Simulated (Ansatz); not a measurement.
Energy, volume and coordination in HgH₃

These are results of Ansatz, DFT PBE, scalar-relativistic, plane waves, PAW, not measurements. All cells share a 420 eV cutoff and Γ-centred k meshes spaced at most about 0.3 Å⁻¹ (about 0.25 or finer for metals, 2π included). No spin polarisation.

These are static total energies at zero pressure. Rows are sorted by volume; energies count from the lowest form computed. Coordination counts H atoms around Hg (those within 1.25 times the shortest such distance or 1.15 times the sum of covalent radii; a plus sign parts nearer from farther groups; the shortest distance is added where it is long for a bond; a slash parts the counts of unlike sites). The table shows 5 of 7 forms computed.

```tsv
row	form	source	atoms	coordination	V (Å³/atom)	gap on mesh (eV)	ΔE (meV/atom)
1	P6_3/mmc	invented	8	Hg 6	10.5	0	?
2	P-6m2	invented	4	Hg 6+12 from 3.2 Å	10.7	0	675
3	anti-Li3N type, P6/mmm	invented	4	Hg 2+6	11.0	0	729
4	P-6m2	invented	4	Hg 2	24.2	0	185
5	Pm-3m	invented	8	Hg 6+6 from 3.2 Å/24 from 5.1 Å	46.0	4.85	0
```

The cell of row 1:

```cif
data_structure
_symmetry_space_group_name_H-M 'P 1'
_symmetry_Int_Tables_number 1
_cell_length_a 3.9375
_cell_length_b 3.9375
_cell_length_c 6.2631
_cell_angle_alpha 90.000
_cell_angle_beta 90.000
_cell_angle_gamma 120.000
_cell_volume 84.09
loop_
_atom_site_label
_atom_site_type_symbol
_atom_site_fract_x
_atom_site_fract_y
_atom_site_fract_z
_atom_site_occupancy
Hg1 Hg 0.66667 0.33333 0.25000 1
Hg2 Hg 0.33333 0.66667 0.75000 1
H1 H 0.33100 0.16550 0.75000 1
H2 H 0.83450 0.16550 0.75000 1
H3 H 0.83450 0.66900 0.75000 1
H4 H 0.66900 0.83450 0.25000 1
H5 H 0.16550 0.83450 0.25000 1
H6 H 0.16550 0.33100 0.25000 1
```

Question: How far above the lowest form does the open row lie?

Answer: 0.73 eV/atom, which puts it level, within the accuracy, with row 3, the highest in the table. Counting H atoms around Hg, row 1 has Hg 6 and the lowest form (row 5) has Hg 6+6 from 3.2 Å/24 from 5.1 Å. The lowest form (row 5) holds H–H pairs as short as in free H₂ molecules (shortest 0.75 Å); in row 1 the shortest H–H distance is 1.95 Å.

An observed structure of this formula, if there is one, may be missing.

For metals, differences of a few meV/atom aren't resolved. No dispersion correction is applied, so the spacing and binding between layers, chains or molecules are poorly described (Pm-3m, P-6m2 at 24.2 Å³/atom, P-6m2 at 10.7 Å³/atom, P6_3/mmc), and this can change margins and order among such cells. Spin–orbit coupling, which can matter for Hg, is left out. Kohn–Sham gaps at this level usually fall short of measured ones. The missing spin–orbit coupling can work the other way here. With hydrogen, zero-point motion can shift such differences by 10 meV/atom or more. Cells relaxed within their symmetry can be saddle points. Some types were kept out of the candidates beforehand, so the set may lack a known form.
